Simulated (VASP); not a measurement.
# MnO2 (P4_2/mnm) in VASP: a series of runs

The runs below take MnO2 through single point, with PBE+U.

Program: VASP 6.6.1. These are calculated values, not measurements. Logs are shortened: lines on timing, memory, paths and dates and some standing lists are left out, and cuts for length are marked.

### Step 1. The crystal as given

It takes space group P4_2/mnm (No. 136, tetragonal). Conventional cell: a = 4.396 Å, b = 4.396 Å, c = 2.871 Å, α = 90.00°, β = 90.00°, γ = 90.00°. Mn (site symmetry mmm) is surrounded by 6 O at 1.88 to 1.89 Å. O (site symmetry m2m) has 3 Mn at 1.88 to 1.89 Å as nearest neighbours.

### Step 2. Single point, PBE+U, collinear spin, typed start

File INCAR:

```
SYSTEM = MnO2
  ALGO = Fast
  EDIFF = 1E-6
  ENCUT = 520
  GGA = PE
  ISIF = 2
  ISMEAR = 0
  ISPIN = 2
  LASPH = .TRUE.
  LCHARG = .FALSE.
  LDAU = .TRUE.
  LDAUJ = 0 0
  LDAUL = 2 -1
  LDAUPRINT = 1
  LDAUTYPE = 2
  LDAUU = 3.9 0
  LMAXMIX = 4
  LORBIT = 11
  LREAL = .FALSE.
  LWAVE = .FALSE.
  MAGMOM = 4.5 4.5 0 0 0 0
  NBANDS = 38
  NELM = 150
  PREC = Accurate
  SIGMA = 0.05
```

File KPOINTS:

```
k-points
0
G
  5 5 8
  0 0 0
```

File POSCAR:

```
MnO2
1.0
    4.3960000000      0.0000000000      0.0000000000
    0.0000000000      4.3960000000      0.0000000000
    0.0000000000      0.0000000000      2.8710000000
Mn O
2 4
Direct
    0.0000000000      0.0000000000      0.0000000000
    0.5000000000      0.5000000000      0.5000000000
    0.3020000000      0.3020000000      0.0000000000
    0.1980000000      0.8020000000      0.5000000000
    0.6980000000      0.6980000000      0.0000000000
    0.8020000000      0.1980000000      0.5000000000
```

Potentials or basis: VASP PAW PBE potentials, release 64 (Mn_pv, O).

The run is started by

```sh
cat potpaw_PBE.64/Mn_pv/POTCAR potpaw_PBE.64/O/POTCAR > POTCAR
mpirun -np 1 vasp_std > vasp.out
```

OUTCAR:

```text
SYSTEM = MnO2
   EDIFF = 1E-6
   ENCUT = 520
   GGA = PE
   ISIF = 2
   ISMEAR = 0
   ISPIN = 2
   LASPH = .TRUE.
   LORBIT = 11
   LREAL = .FALSE.
   NELM = 150
   PREC = Accurate

 ion  position               nearest neighbor table
   1  0.000  0.000  0.000-   3 1.88   5 1.88   4 1.89   6 1.89   4 1.89   6 1.89
   2  0.500  0.500  0.500-   4 1.88   6 1.88   5 1.89   3 1.89   3 1.89   5 1.89
   3  0.302  0.302  0.000-   1 1.88   2 1.89   2 1.89
   4  0.198  0.802  0.500-   2 1.88   1 1.89   1 1.89
   5  0.698  0.698  0.000-   1 1.88   2 1.89   2 1.89
   6  0.802  0.198  0.500-   2 1.88   1 1.89   1 1.89

  LATTYP: Found a simple tetragonal cell.
 ALAT       =     4.3960000000
 C/A-ratio  =     0.6530937216

  Lattice vectors:

 A1 = (   4.3960000000,   0.0000000000,   0.0000000000)
 A2 = (   0.0000000000,   4.3960000000,   0.0000000000)
 A3 = (   0.0000000000,   0.0000000000,   2.8710000000)

Analysis of symmetry for initial positions (statically):
=====================================================================
 Subroutine PRICEL returns:
 Original cell was already a primitive cell.

 Routine SETGRP: Setting up the symmetry group for a
 simple tetragonal supercell.

 Subroutine GETGRP returns: Found 16 space group operations
 (whereof  8 operations were pure point group operations)
 out of a pool of 16 trial point group operations.

The static configuration has the point symmetry D_2h.
 The point group associated with its full space group is D_4h.

Analysis of symmetry for dynamics (positions and initial velocities):
=====================================================================
 Subroutine PRICEL returns:
 Original cell was already a primitive cell.

 Routine SETGRP: Setting up the symmetry group for a
 simple tetragonal supercell.

 Subroutine GETGRP returns: Found 16 space group operations
 (whereof  8 operations were pure point group operations)
 out of a pool of 16 trial point group operations.

The dynamic configuration has the point symmetry D_2h.
 The point group associated with its full space group is D_4h.

Analysis of structural, dynamic, and magnetic symmetry:
=====================================================================
 Subroutine PRICEL returns:
 Original cell was already a primitive cell.

 Routine SETGRP: Setting up the symmetry group for a
 simple tetragonal supercell.

 Subroutine GETGRP returns: Found 16 space group operations
 (whereof  8 operations were pure point group operations)
 out of a pool of 16 trial point group operations.

The overall configuration has the point symmetry D_2h.
 The point group associated with its full space group is D_4h.

 Subroutine INISYM returns: Found 16 space group operations
 (whereof  8 operations are pure point group operations),
 and found     1 'primitive' translations

----------------------------------------------------------------------------------------

                                     Primitive cell

  volume of cell :      55.4815

  direct lattice vectors                    reciprocal lattice vectors
     4.396000000  0.000000000  0.000000000     0.227479527  0.000000000  0.000000000
     0.000000000  4.396000000  0.000000000     0.000000000  0.227479527  0.000000000
     0.000000000  0.000000000  2.871000000     0.000000000  0.000000000  0.348310693

[... 159 lines left out ...]
  o =  0.1196  v =  0.0000  0.0000  0.0000  0.0000  0.0000 -0.0000 -0.0000 -0.0000  0.0000 -1.0000      0.0000  0.0000  0.0000  0.0000  0.0000  0.0000  0.0000  0.0000  0.0000  0.0000
  o =  0.3167  v =  0.0000  0.0000  0.0000  0.0000  0.0000 -0.8434  0.0000  0.5374  0.0000  0.0000      0.0000  0.0000  0.0000  0.0000  0.0000  0.0000  0.0000  0.0000  0.0000  0.0000
  o =  0.3362  v =  0.0000  0.0000  0.0000  0.0000  0.0000  0.0000  0.7071  0.0000 -0.7071 -0.0000      0.0000  0.0000  0.0000  0.0000  0.0000  0.0000  0.0000  0.0000  0.0000  0.0000
  o =  0.5034  v =  0.0000  0.7071  0.0000 -0.7071  0.0000  0.0000  0.0000  0.0000  0.0000  0.0000      0.0000  0.0000  0.0000  0.0000  0.0000  0.0000  0.0000  0.0000  0.0000  0.0000
  o =  0.5191  v = -0.8651  0.0000  0.5017  0.0000  0.0000  0.0000  0.0000  0.0000  0.0000  0.0000      0.0000  0.0000  0.0000  0.0000  0.0000  0.0000  0.0000  0.0000  0.0000  0.0000
  o =  0.9549  v = -0.5017  0.0000 -0.8651  0.0000 -0.0000  0.0000  0.0000  0.0000  0.0000  0.0000      0.0000  0.0000  0.0000  0.0000  0.0000  0.0000  0.0000  0.0000  0.0000  0.0000
  o =  0.9645  v =  0.0000 -0.7071  0.0000 -0.7071 -0.0000  0.0000  0.0000  0.0000  0.0000  0.0000      0.0000  0.0000  0.0000  0.0000  0.0000  0.0000  0.0000  0.0000  0.0000  0.0000
  o =  0.9735  v =  0.0000 -0.0000 -0.0000  0.0000  1.0000  0.0000  0.0000  0.0000  0.0000  0.0000      0.0000  0.0000  0.0000  0.0000  0.0000  0.0000  0.0000  0.0000  0.0000  0.0000

atom =   2  type =  1  l = 2

 onsite density matrix

spin component  1

  0.6288  0.0000 -0.1891  0.0000 -0.0000
  0.0000  0.7340  0.0000 -0.2305  0.0000
 -0.1891  0.0000  0.8452  0.0000 -0.0000
  0.0000 -0.2305  0.0000  0.7340  0.0000
 -0.0000  0.0000 -0.0000  0.0000  0.9735

spin component  2

  0.2447  0.0000  0.1129  0.0000 -0.0000
  0.0000  0.2221  0.0000  0.1142  0.0000
  0.1129  0.0000  0.1394  0.0000 -0.0000
  0.0000  0.1142  0.0000  0.2221  0.0000
 -0.0000  0.0000 -0.0000  0.0000  0.1196

 occupancies and eigenvectors

  o =  0.0675  v =  0.0000  0.0000  0.0000  0.0000  0.0000 -0.5374  0.0000  0.8434 -0.0000  0.0000      0.0000  0.0000  0.0000  0.0000  0.0000  0.0000  0.0000  0.0000  0.0000  0.0000
  o =  0.1079  v =  0.0000  0.0000  0.0000  0.0000  0.0000 -0.0000 -0.7071  0.0000  0.7071  0.0000      0.0000  0.0000  0.0000  0.0000  0.0000  0.0000  0.0000  0.0000  0.0000  0.0000
  o =  0.1196  v =  0.0000  0.0000  0.0000  0.0000  0.0000  0.0000  0.0000 -0.0000 -0.0000  1.0000      0.0000  0.0000  0.0000  0.0000  0.0000  0.0000  0.0000  0.0000  0.0000  0.0000
  o =  0.3167  v =  0.0000  0.0000  0.0000  0.0000  0.0000 -0.8434 -0.0000 -0.5374 -0.0000  0.0000      0.0000  0.0000  0.0000  0.0000  0.0000  0.0000  0.0000  0.0000  0.0000  0.0000
  o =  0.3362  v =  0.0000  0.0000  0.0000  0.0000  0.0000  0.0000 -0.7071  0.0000 -0.7071 -0.0000      0.0000  0.0000  0.0000  0.0000  0.0000  0.0000  0.0000  0.0000  0.0000  0.0000
  o =  0.5034  v =  0.0000  0.7071  0.0000  0.7071 -0.0000  0.0000  0.0000  0.0000  0.0000  0.0000      0.0000  0.0000  0.0000  0.0000  0.0000  0.0000  0.0000  0.0000  0.0000  0.0000
  o =  0.5191  v = -0.8651  0.0000 -0.5017  0.0000 -0.0000  0.0000  0.0000  0.0000  0.0000  0.0000      0.0000  0.0000  0.0000  0.0000  0.0000  0.0000  0.0000  0.0000  0.0000  0.0000
  o =  0.9549  v = -0.5017  0.0000  0.8651  0.0000  0.0000  0.0000  0.0000  0.0000  0.0000  0.0000      0.0000  0.0000  0.0000  0.0000  0.0000  0.0000  0.0000  0.0000  0.0000  0.0000
  o =  0.9645  v =  0.0000  0.7071  0.0000 -0.7071 -0.0000  0.0000  0.0000  0.0000  0.0000  0.0000      0.0000  0.0000  0.0000  0.0000  0.0000  0.0000  0.0000  0.0000  0.0000  0.0000
  o =  0.9735  v =  0.0000 -0.0000  0.0000  0.0000 -1.0000  0.0000  0.0000  0.0000  0.0000  0.0000      0.0000  0.0000  0.0000  0.0000  0.0000  0.0000  0.0000  0.0000  0.0000  0.0000

 number of electron      49.9999990 magnetization       6.0161075

 Free energy of the ion-electron system (eV)
  ---------------------------------------------------
  ext. energy  EPLUGINS =         0.00000000
  ---------------------------------------------------
  free energy    TOTEN  =       -42.24364798 eV

  energy without entropy =      -42.24334538  energy(sigma->0) =      -42.24349668

 E-fermi :   5.1543     XC(G=0): -12.0278

 val. band max:        5.1343310393   @ k =   0.0000   0.0000   0.1250
 cond. band min:       5.1780641591   @ k =   0.0000   0.0000   0.1250
 fundamental gap:      0.0437331199
 Fermi energy:         5.1542990543

 spin component 1

 k-point     1 :       0.0000    0.0000    0.0000
  band No.  band energies     occupation
      1     -45.8156      1.00000
      2     -45.8081      1.00000
      3     -45.7760      1.00000
      4     -45.7760      1.00000
      5     -45.7224      1.00000
      6     -45.7224      1.00000
[... 1913 lines left out ...]
     36      19.6199      0.00000
     37      20.9609      0.00000

 [... further k-points ...]

 [bands above 37 left out]

------------------------ aborting loop because EDIFF is reached ----------------------------------------

  FORCE on cell =-STRESS in cart. coord.  units (eV):
  Direction    XX          YY          ZZ          XY          YZ          ZX
  --------------------------------------------------------------------------------------
  -------------------------------------------------------------------------------------
  Total        3.8013578      3.8013578      4.4386762      0.0000000      0.0000000      0.0000000
  in kB      109.7743248    109.7743248    128.1785892      0.0000000      0.0000000      0.0000000
  external PRESSURE =     115.9090796 kB  Pullay stress =       0.0000000 kB

 VOLUME and BASIS-vectors are now :
 -----------------------------------------------------------------------------
  energy-cutoff  :      520.00
  volume of cell :       55.48
      direct lattice vectors                 reciprocal lattice vectors
     4.396000000  0.000000000  0.000000000     0.227479527  0.000000000  0.000000000
     0.000000000  4.396000000  0.000000000     0.000000000  0.227479527  0.000000000
     0.000000000  0.000000000  2.871000000     0.000000000  0.000000000  0.348310693

 POSITION                                       TOTAL-FORCE (eV/Angst)
 -----------------------------------------------------------------------------------
      0.00000      0.00000      0.00000         0.000000     -0.000000      0.000000
      2.19800      2.19800      1.43550         0.000000     -0.000000      0.000000
      1.32759      1.32759      0.00000         0.305675      0.305675     -0.000000
      0.87041      3.52559      1.43550        -0.305675      0.305675     -0.000000
      3.06841      3.06841      0.00000        -0.305675     -0.305675      0.000000
      3.52559      0.87041      1.43550         0.305675     -0.305675      0.000000
 -----------------------------------------------------------------------------------
    total drift:                                0.000000      0.000000      0.000000

  FREE ENERGIE OF THE ION-ELECTRON SYSTEM (eV)
  ---------------------------------------------------
  free  energy   TOTEN  =       -42.2436479827 eV

  energy  without entropy=      -42.2433453773  energy(sigma->0) =      -42.24349668

 total charge

# of ion       s       p       d       tot
------------------------------------------
    1        0.360   6.478   4.830  11.668
    2        0.360   6.478   4.830  11.668
    3        1.568   3.486   0.000   5.054
    4        1.568   3.486   0.000   5.054
    5        1.568   3.486   0.000   5.054
    6        1.568   3.486   0.000   5.054
--------------------------------------------------
tot          6.991  26.901   9.660  43.552

 magnetization (x)

# of ion       s       p       d       tot
------------------------------------------
    1        0.019   0.030   2.965   3.014
    2        0.019   0.030   2.965   3.014
    3       -0.002  -0.031   0.000  -0.033
    4       -0.002  -0.031   0.000  -0.033
    5       -0.002  -0.031   0.000  -0.033
    6       -0.002  -0.031   0.000  -0.033
--------------------------------------------------
tot          0.029  -0.062   5.930   5.897
```

Run time: 90 s. Hardware: 1 thread of AMD EPYC 9R45 (Zen 5), shared host; peak memory 0.22 GiB.

What came out:

* Free energy: -42.2436 eV
* Pressure: 11.6 GPa
* Largest force: 0.432 eV/Å
* Band gap on the k mesh: none (metal or under the smearing width)
* Net moment: 6.02 μB per cell
* Site moments: Mn +3.01; O -0.03 μB
* Valence electrons inside the program's atomic spheres: Mn 11.67; O 5.05

Forces in eV/Å, atoms in the order of the input:
```
Mn   0.000  0.000  0.000
Mn   0.000  0.000  0.000
O    0.306  0.306  0.000
O   -0.306  0.306  0.000
O   -0.306 -0.306  0.000
O    0.306 -0.306  0.000
```

Eigenvalues of the final occupation matrices:
| site | spin | trace | eigenvalues |
| --- | --- | --- | --- |
| site 1 d | 1 | 3.92 | 0.50 0.52 0.95 0.96 0.97 |
| site 1 d | 2 | 0.95 | 0.07 0.11 0.12 0.32 0.34 |
| site 2 d | 1 | 3.92 | 0.50 0.52 0.95 0.96 0.97 |
| site 2 d | 2 | 0.95 | 0.07 0.11 0.12 0.32 0.34 |

The state reached can hang on the start; a lower one may exist.

### Step 3. Single point, PBE+U, collinear spin, typed start (parallel moments scaled by 0.1, free total moment)

File INCAR:

```
PREC = Accurate
ENCUT = 520
EDIFF = 1E-7
ISMEAR = 0
SIGMA = 0.05
LREAL = False
LASPH = True
NELM = 150
ALGO = Fast
ISIF = 2
LWAVE = False
LCHARG = True
ISPIN = 2
MAGMOM = 0.45 0.45 0 0 0 0
LORBIT = 11
LMAXMIX = 4
LDAU = True
LDAUTYPE = 2
LDAUL = 2 -1
LDAUU = 3.9 0
LDAUJ = 0 0
LDAUPRINT = 1
GGA = PE
LELF = True
LVHAR = True
NBANDS = 38
```

File KPOINTS:

```
regular mesh
0
Gamma
  5 5 8
```

POSCAR is that of step 2.

Potentials or basis: VASP PAW PBE potentials, release 64 (Mn_pv, O).

The run is started by

```sh
cat potpaw_PBE.64/Mn_pv/POTCAR potpaw_PBE.64/O/POTCAR > POTCAR
mpirun -np 1 vasp_std > vasp.out
```

Run time: 1.9 min. Hardware: 1 thread of AMD EPYC 9R45 (Zen 5), shared host; peak memory 0.22 GiB.

The run converged. Its results:

| Item | Value |
| --- | --- |
| Free energy | -42.2436 eV |
| Pressure | 11.5 GPa |
| Largest force | 0.432 eV/Å |
| Band gap on the k mesh | none (metal or under the smearing width) |
| Net moment | 6.02 μB per cell |
| Site moments | Mn +3.01; O -0.03 μB |
| Valence electrons inside the program's atomic spheres | Mn 11.67; O 5.05 |

Forces in eV/Å, atoms in the order of the input:
```
Mn   0.000  0.000  0.000
Mn   0.000  0.000  0.000
O    0.306  0.306  0.000
O   -0.306  0.306  0.000
O   -0.306 -0.306  0.000
O    0.306 -0.306  0.000
```

Stress tensor (GPa, compression positive):
```
10.90  0.00  0.00
 0.00 10.90  0.00
 0.00  0.00 12.75
```

Levels at points of the mesh, in eV from the Fermi level:
Spin up:
```csv
k point,band 25,band 26,band 27,band 28,band 29,band 30,band 31,band 32
"(0.00, 0.00, 0.00)",-1.14,-0.68,-0.68,-0.30,-0.09,2.74,2.74,3.53
"(0.00, 0.00, 0.50)",-1.40,-1.40,-0.52,-0.52,1.36,1.36,1.75,1.75
```
Spin down:
| k point | band 18 | band 19 | band 20 | band 21 | band 22 | band 23 | band 24 | band 25 | band 26 | band 27 |
| --- | --- | --- | --- | --- | --- | --- | --- | --- | --- | --- |
| (0.00, 0.00, 0.00) | -3.14 | -1.32 | -0.63 | -0.63 | 0.12 | 1.63 | 1.74 | 2.04 | 2.04 | 2.21 |
| (0.00, 0.00, 0.50) | -3.76 | -2.62 | -2.62 | -1.87 | -1.87 | 2.73 | 2.73 | 2.86 | 2.86 | 3.41 |

Eigenvalues of the final occupation matrices:
```
    site  spin  trace               eigenvalues
site 1 d     1   3.92  0.50 0.52 0.95 0.96 0.97
site 1 d     2   0.95  0.07 0.11 0.12 0.32 0.34
site 2 d     1   3.92  0.50 0.52 0.95 0.96 0.97
site 2 d     2   0.95  0.07 0.11 0.12 0.32 0.34
```

The state reached can hang on the start; a lower one may exist.
